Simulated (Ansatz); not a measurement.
Space group P6_3/mmc (No. 194). a = 2.733 Å, b = 2.733 Å, c = 4.765 Å, α = 90.00°, β = 90.00°, γ = 120.00°
```csv
atom,site,symmetry,x,y,z
Pt,2c,-6m2,0.6667,0.3333,0.7500
```

Equation of state of this Pt structure (not necessarily the ground state), with shape and atoms relaxed at each volume where symmetry leaves them free. It has no gap at any of these volumes. Theory: DFT r2SCAN, scalar-relativistic, plane waves, PAW (Ansatz).

Plane waves to 500 eV, a k mesh through Γ of 18×18×10 on the computed 2-atom cell and Gaussian smearing (0.10 eV); no spin polarisation.

```tsv
V (Å³/atom)	E − E(largest V) (meV/atom)	P (GPa)
13.563	137.05	47.36
14.025	23.45	31.92
14.487	-49.62	19.18
14.950	-89.23	8.66
15.412	-101.28	0.01
15.875	-90.68	-7.08
16.337	-61.58	-12.85
16.953	0.00	-18.81
```

Q: Fit a third-order Birch–Murnaghan equation to E(V).

A: V0 = 15.41 Å³/atom, B0 = 260 GPa, B0' = 5.6.

Spin-orbit coupling is left out, which matters for the bands of heavy elements.

This form isn't the element's structure at ambient conditions.